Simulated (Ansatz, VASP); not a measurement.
## LiF: VASP beside Ansatz

```xyz
2
Lattice="0.0000 2.0005 2.0005 2.0005 0.0000 2.0005 2.0005 2.0005 0.0000" Properties=species:S:1:pos:R:3 pbc="T T T"
Li    0.0000    0.0000    0.0000
F     2.0005    2.0005    2.0005
```

Change from the starting cell: volume scaled by 0.98.

Alike in both runs: task single point; functional LDA; k mesh 10 × 10 × 10; occupations fermi-dirac, width 0.03 eV; no spin polarisation.

|  | VASP | Ansatz |
| --- | --- | --- |
| version | VASP 6.6.1 | Ansatz 0.2.0 |
| potentials or method | VASP PAW LDA potentials, release 64 (Li_sv, F), cutoff 520 eV | all-electron LAPW, scalar-relativistic |

|  | VASP | Ansatz | Ansatz less VASP |
| --- | --- | --- | --- |
| gap on the k mesh at the Fermi level (eV) | 9.02 | 9.00 | -0.019 |

Ansatz ran all-electron here, so the differences hold the error of VASP's frozen core and of both bases.

 A k mesh can miss the band edges.
